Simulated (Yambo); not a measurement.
# NiO (Fm-3m) in Yambo: further runs, part 2 of 3

Yambo 5.3.0. Earlier steps stand in the parts before.

**4. Optical spectrum, PBE, collinear spin, ferromagnetic start**

The input, optics3.in:

```
optics
chi
tddft
Chimod= "LRC"
% BndsRnXd
 1 | 37 |
%
NGsBlkXd= 3 Ry
% LongDrXd
 1 | 0 | 0 |
%
% QpntsRXd
 1 | 1 |
%
% EnRngeXd
 0 | 20 | eV
%
% DmRngeXd
 0.1 | 0.1 | eV
%
ETStpsXd= 200
LRC_alpha= -0.2
```

The input, scf.in:

```
&CONTROL
  calculation = 'scf'
  prefix = 'pwscf'
  outdir = './tmp'
  pseudo_dir = './pseudo'
/
&SYSTEM
  ibrav = 0
  nat = 2
  ntyp = 2
  ecutwfc = 98
  nbnd = 22
  occupations = 'smearing'
  smearing = 'fd'
  degauss = 0.00367493
  nspin = 2
  starting_magnetization(1) = 0.0556
  starting_magnetization(2) = 0
  force_symmorphic = .true.
/
&ELECTRONS
  conv_thr = 4d-10
  electron_maxstep = 120
  mixing_beta = 0.3
/
ATOMIC_SPECIES
Ni    58.6934 Ni.upf
O     15.9990 O.upf
CELL_PARAMETERS angstrom
   0.0000000000    2.0859016414    2.0859016414
   2.0859016414    0.0000000000    2.0859016414
   2.0859016414    2.0859016414    0.0000000000
ATOMIC_POSITIONS crystal
Ni     0.0000000000    0.0000000000    0.0000000000
O      0.5000000000    0.5000000000    0.5000000000
K_POINTS automatic
12 12 12 0 0 0
```

The input, nscf.in:

```
&CONTROL
  calculation = 'nscf'
  prefix = 'pwscf'
  outdir = './tmp'
  pseudo_dir = './pseudo'
/
&SYSTEM
  ibrav = 0
  nat = 2
  ntyp = 2
  ecutwfc = 98
  nbnd = 42
  occupations = 'smearing'
  smearing = 'fd'
  degauss = 0.00367493
  nspin = 2
  starting_magnetization(1) = 0.0556
  starting_magnetization(2) = 0
  force_symmorphic = .true.
/
&ELECTRONS
  conv_thr = 1d-08
  diago_full_acc = .true.
  diago_thr_init = 1d-06
/
ATOMIC_SPECIES
Ni    58.6934 Ni.upf
O     15.9990 O.upf
CELL_PARAMETERS angstrom
   0.0000000000    2.0859016414    2.0859016414
   2.0859016414    0.0000000000    2.0859016414
   2.0859016414    2.0859016414    0.0000000000
ATOMIC_POSITIONS crystal
Ni     0.0000000000    0.0000000000    0.0000000000
O      0.5000000000    0.5000000000    0.5000000000
K_POINTS automatic
10 10 10 0 0 0
```

Potentials or basis: PseudoDojo 0.4.1 SR PBE standard.

Run with:

```
$ OMP_NUM_THREADS=1 pw.x -in scf.in > scf.out
$ OMP_NUM_THREADS=1 pw.x -in nscf.in > nscf.out
$ cd tmp/pwscf.save; p2y; mv SAVE ../..; cd ../..
$ OMP_NUM_THREADS=1 yambo
$ OMP_NUM_THREADS=1 yambo -F optics3.in -J optics3 -C optics3_out
```

Yambo's report:

```text
[... sections 02.01 to 02.04 as in the set-up run ...]

  [02.05] Energies & Occupations
  ==============================

  [WARNING] Merged spin levels are metallic
  [X] === Spin Independent ===
  [X] Electronic Temperature                        :  0.258606E-1   300.100    [eV K]
  [X] Bosonic    Temperature                        :  0.258606E-1   300.100    [eV K]
  [X] Finite Temperature mode                       : yes
  [X] El. density                                   :  0.13222E+25 [cm-3]
  [X] Fermi Level                                   :  14.59492 [eV]

  [X] === Spin up channel ===
  [X] Conduction Band Min                  [spin UP]:  14.59492 [eV]
  [X] Valence Band Max                     [spin UP]:  14.59492 [eV]
  [X] Filled Bands                         [spin UP]:  11
  [X] Metallic Bands                       [spin UP]:  12  13
  [X] Empty Bands                          [spin UP]:   14   42

  [X] === Spin dn channel ===
  [X] Conduction Band Min                  [spin DN]:  14.59492 [eV]
  [X] Valence Band Max                     [spin DN]:  14.59492 [eV]
  [X] Filled Bands                         [spin DN]:  11
  [X] Metallic Bands                       [spin DN]:  12  13
  [X] Empty Bands                          [spin DN]:   14   42

  [X] === Metallic Characters ===
  [X] N of el / N of met el                [spin UP]:  12.00000   1.12573
  [X] Average metallic occ.                [spin UP]:  0.281433
  [X] N of el / N of met el                [spin DN]:  12.00000   2.25152
  [X] Average metallic occ.                [spin DN]:  0.562879

  [WARNING] [X] Metallic system

  [WARNING] Merged spin levels are metallic

 [03] Transferred momenta grid and indexing
 ==========================================

 IBZ Q-points                                      :   47
 BZ  Q-points                                      :  1000

 K/Q-points units:
 rlu = crystal or reduced units; cc = cartesian coordinates; iku = interal k-units

 Q [ 1]         [rlu]:  0.000000  0.000000  0.000000
 Q [ 2]         [rlu]:  0.69476E-18  0.69476E-18  0.10000
 Q [ 3]         [rlu]:  0.13895E-17  0.13895E-17  0.20000
 Q [ 4]         [rlu]:  0.10660E-16  0.10660E-16  0.30000
 Q [ 5]         [rlu]: -0.42905E-17 -0.42905E-17  0.40000
 Q [ 6]         [rlu]: -0.52412E-17 -0.52412E-17 -0.50000
 Q [ 7]         [rlu]:  0.11882E-17  0.10000      0.10000
 Q [ 8]         [rlu]:  0.69476E-18  0.10000      0.20000
 Q [ 9]         [rlu]:  0.13895E-17  0.10000      0.30000
 Q [10]         [rlu]:  0.10660E-16  0.10000      0.40000
 Q [11]         [rlu]:  0.38245E-17  0.10000      0.50000
 Q [12]         [rlu]: -0.52412E-17  0.10000     -0.40000
 Q [13]         [rlu]:  0.42905E-17  0.10000     -0.30000
 Q [14]         [rlu]: -0.10660E-16  0.10000     -0.20000
 Q [15]         [rlu]: -0.13895E-17  0.10000     -0.10000
[... 30 lines left out ...]
 Q [46]         [rlu]:  0.200000  0.400000 -0.300000
 Q [47]         [rlu]:  0.200000 -0.500000 -0.300000

 [WARNING] [Xd] User bands 1-37 break level degeneracy

 [04] Dipoles
 ============

  [04.01] Setup: observables and procedures
  =========================================

  [WF-Oscillators/G space/Transverse up loader] Normalization (few states)  min/max  :  0.12509E-16   1.0000

  [WR./optics3//ndb.dipoles]------------------------------------------------------
   Brillouin Zone Q/K grids (IBZ/BZ)                :    47  1000    47  1000
   RL vectors                                       :  2733 [WF]
   Fragmentation                                    : yes
   Electronic Temperature                           :  300.1000 [K]
   Bosonic    Temperature                           :  300.1000 [K]
   DIP band range                                   :    1   37
   DIP band range limits                            :  13  12
   DIP e/h energy range                             : -1.000000 -1.000000 [eV]
   RL vectors in the sum                            :  2733
   [r,Vnl] included                                 : yes
   Bands ordered                                    : yes
   Direct v evaluation                              : no
   Approach used                                    : G-space v
   Dipoles computed                                 : R V P [G-space]
   Wavefunctions                                    : Perdew, Burke & Ernzerhof(X)+Perdew, Burke & Ernzerhof(C)

  [WARNING] [r,Vnl^pseudo] included in position and velocity dipoles.

  [WARNING] In case H contains other non local terms, these are neglected

 [05] Optics
 ===========

 [X-CG] R(p) Tot o/o(of R):    12816   633048      100

 [WARNING] The system is a metal but Drude term not included.
```

Wall time 3.9 min (1 thread of Arm Neoverse V2, shared host); peak memory 0.7 GiB.

What came out:

| Property | Result |
| --- | --- |
| Band gap on the k mesh, mean-field level | none (metal or under the smearing width) |
| Net moment | 0.00 μB per cell |

Dielectric function (along the field direction of the input):
```
energy (eV)  real part  imaginary part
       0.30     -26.86          225.14
       0.90     -11.98           12.88
       1.61      -5.07            6.03
       2.31      -2.39            2.38
       3.02       1.74            0.51
       3.62       1.72            1.75
       4.32       2.69            1.54
       5.03       3.62            2.44
       5.73       3.18            3.86
       6.33       1.63            3.41
       7.04       1.49            2.72
       7.74       1.93            3.45
       8.44       1.06            1.67
       9.05       2.35            1.47
       9.75       2.26            1.21
      10.45       3.52            1.31
      11.16       3.76            4.61
      11.76       0.82            3.34
      12.46       0.76            3.99
      13.17      -0.04            1.98
      13.87       0.14            2.01
      14.47       1.11            1.56
      15.18       1.79            1.81
      15.88       1.21            2.09
      16.58       1.38            2.46
      17.19      -0.07            3.14
      17.89      -0.01            2.39
      18.59      -0.19            1.23
      19.30       0.20            0.87
      20.00       0.36            1.12
```

Caveat: the intraband (Drude) term of the metal is left out; the ground state has no gap, which makes the many-body step unreliable; the long-range kernel's strength is typed, not fitted to the crystal's screening; spectra need much finer meshes, so this one isn't converged; independent-particle spectra lack excitons; semilocal functionals often make such compounds metallic where correlation or magnetic order opens a gap, which also shifts bond lengths.

[end of part 2 of 3]
